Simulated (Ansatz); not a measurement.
# Stability checks on a candidate for LiF

The cell was found from a structure generator's guess, not taken from experiment.

These are results of Ansatz, DFT PBE, scalar-relativistic, plane waves, PAW, not measurements. The final run on the 2-atom cell used 420 eV, a Γ-centred 8×8×1 mesh, 0.02 eV smearing and no spin polarisation.

The sheet is periodic along a and b; c holds vacuum.

```
CELL_PARAMETERS angstrom
2.69678 0.00000 0.00000
0.00000 2.69678 0.00000
0.00000 0.00000 23.80000
ATOMIC_POSITIONS crystal
Li 0.50000 0.50000 0.29412
F 0.00000 0.00000 0.29412
```

Formation energies are uncorrected and refer to the elements' standard structures at the same level (F₂ as a molecule).

**Question.** These tests were run: energy against the elements; phonons on a 2×2×1 q mesh. What do they show?

**Answer.**

```csv
test,result
energy against the elements,−2.828 eV/atom
phonons on a 2×2×1 q mesh,imaginary modes down to 85i cm⁻¹
```

It fails one test: phonons on a 2×2×1 q mesh. So it isn't even a local minimum.

The run for the phonons used an 8×8×1 k mesh.
